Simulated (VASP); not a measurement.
Set up this calculation in VASP 6.6.1, as the native input.

| Item | Value |
| --- | --- |
| Task | density of states |
| Functional | PBE |
| Potentials or basis | VASP PAW PBE potentials, release 64 (Co, O) |
| Cutoff | 520 eV |
| k mesh | 10 × 10 × 5 |
| Occupations | fermi-dirac, width 0.05 eV |
| Spin | collinear spin, antiferromagnetic start |
| Starting moments | [2.0, -2.0, 0.0, 0.0] μB |
| Hubbard terms | Co d U = 4 eV |
| Supercell matrix | [1, 0, 0, 0, 1, 0, 0, 0, 2] |
| k mesh for the DOS | 15 × 15 × 8 |
| Occupations for the DOS | tetrahedron |
| Further INCAR settings | ALGO = Normal; EDIFF = 1e-06; NBANDS = 27 |

Crystal: CoO.

```
CELL_PARAMETERS angstrom
2.57053 0.00000 0.00000
0.00000 2.57053 0.00000
0.00000 0.00000 5.14105
ATOMIC_POSITIONS crystal
Co 0.00000 0.00000 0.00000
Co 0.00000 0.00000 0.50000
O 0.50000 0.50000 0.25000
O 0.50000 0.50000 0.75000
```

Measurements of this composition are mostly on another form, of space group No. 225.

These files were run (other wordings do the same):

POSCAR

```
CoO
1.0
    2.5705263100      0.0000000000      0.0000000000
    0.0000000000      2.5705263100      0.0000000000
    0.0000000000      0.0000000000      5.1410526200
Co O
2 2
Direct
    0.0000000000      0.0000000000      0.0000000000
    0.0000000000      0.0000000000      0.5000000000
    0.5000000000      0.5000000000      0.2500000000
    0.5000000000      0.5000000000      0.7500000000
```

INCAR.step1

```
SYSTEM = CoO
  ALGO = Normal
  EDIFF = 1E-6
  ENCUT = 520
  GGA = PE
  ISIF = 2
  ISMEAR = -1
  ISPIN = 2
  LASPH = .True.
  LCHARG = .True.
  LDAU = .True.
  LDAUJ = 0 0
  LDAUL = 2 -1
  LDAUPRINT = 1
  LDAUTYPE = 2
  LDAUU = 4 0
  LMAXMIX = 4
  LREAL = .False.
  LWAVE = .False.
  MAGMOM = 2 -2 0 0
  NBANDS = 27
  NELM = 120
  PREC = Accurate
  SIGMA = 0.05
```

KPOINTS.step1

```
k-points
0
Gamma
  10 10 5
  0 0 0
```

INCAR.step2

```
SYSTEM = CoO
  ALGO = Normal
  EDIFF = 1E-6
  ENCUT = 520
  GGA = PE
  ICHARG = 11
  ISIF = 2
  ISMEAR = -5
  ISPIN = 2
  LASPH = .True.
  LCHARG = .False.
  LDAU = .True.
  LDAUJ = 0 0
  LDAUL = 2 -1
  LDAUPRINT = 1
  LDAUTYPE = 2
  LDAUU = 4 0
  LMAXMIX = 4
  LORBIT = 10
  LREAL = .False.
  LWAVE = .False.
  MAGMOM = 2 -2 0 0
  NBANDS = 27
  NEDOS = 2001
  NELM = 120
  PREC = Accurate
  SIGMA = 0.05
```

KPOINTS.step2

```
k-points
0
Gamma
  15 15 8
  0 0 0
```

Potentials or basis: VASP PAW PBE potentials, release 64 (Co, O).

The run is started by

```bash
$ cat potpaw_PBE.64/Co/POTCAR potpaw_PBE.64/O/POTCAR > POTCAR
$ cp INCAR.step1 INCAR
$ cp KPOINTS.step1 KPOINTS
$ mpirun -np 1 vasp_std > vasp.out
$ cp INCAR.step2 INCAR
$ cp KPOINTS.step2 KPOINTS
$ mpirun -np 1 vasp_std > vasp.out
```

Results of the run:

| Quantity | Value |
| --- | --- |
| Net moment | 0.00 μB per cell |
| Site moments | Co +2.62, -2.62; O +0.00 μB |
| Valence electrons inside the program's atomic spheres | Co 7.88; O 5.00 |

Wall time 3.2 min on 1 thread of Intel(R) Xeon(R) Platinum 8488C (Sapphire Rapids), on a shared host, peak memory 0.33 GiB.
